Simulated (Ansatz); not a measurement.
# Rh: the cost of one run

Program: Ansatz 0.2.0. Level of theory: DFT PBE, scalar-relativistic, plane waves, PAW. These are calculated values, not measurements.

72 further runs of the same task are left out: 72 set aside as unsound or not needed.

## 1. Starting point

The structure is hexagonal, space group P6_3/mmc (No. 194). Conventional cell: a = 2.725 Å, b = 2.725 Å, c = 4.385 Å, α = 90.00°, β = 90.00°, γ = 120.00°. Rh (site symmetry -6m2) has 12 Rh at 2.70 to 2.72 Å as nearest neighbours.

Coordinates:

```
Rh
1.0
     2.72486    0.00000    0.00000
    -1.36243    2.35980    0.00000
     0.00000    0.00000    4.38512
Rh
2
Direct
  0.66667 0.33333 0.75000
  0.33333 0.66667 0.25000
```

It goes back to an entry of the Materials Project, which need not be the stable form.

It is the result of an earlier relaxation at this level (volume 14.10 Å³/atom; gap on the mesh: none (metal)).

## 2. Plan of the line

The energy is mapped over the lattice constants a and c of the conventional cell.

First coordinate, lattice constant a (and b): 11 values from 2.589 to 2.861 Å. Second coordinate, lattice constant c: 11 values from 4.034 to 4.736 Å.

Nothing else is relaxed (symmetry fixes all fractional coordinates). Energies count from the relaxed crystal. Points are written as (first, second).

## 3. The run at (2.725 Å, 4.034 Å)

File input.yaml:

```yaml
crystal:
  lattice:
    - [2.7248648783, 0.0, 0.0]
    - [-1.3624324392, 2.3598022065, 0.0]
    - [0.0, 0.0, 4.0343]
  atoms:
    - { symbol: Rh, position: [0.6666666667, 0.3333333333, 0.75] }
    - { symbol: Rh, position: [0.3333333333, 0.6666666667, 0.25] }
basis:
  ecutwfc: 420
kpoints:
  mp_grid: { grid: [18, 18, 10] }
hamiltonian:
  xc: pbe
  pseudopotentials: { kind: paw, azcp: { folder: soft_1 } }
scf:
  occupations: { method: gaussian, width: 0.15 }
output:
  forces: true
  stress: true
  eigenvalues: true
```

On the command line:

```bash
ansatz run input.yaml --threads 1 --pin off --max-ram 2048MiB --backend cpu --events-out ev --progress --plain --runs-dir out
```

Q: Estimate wall time and peak memory on 1 thread of AMD EPYC 9R45 (Zen 5), shared host.

About 1.9 s, with a peak of 0.42 GiB.
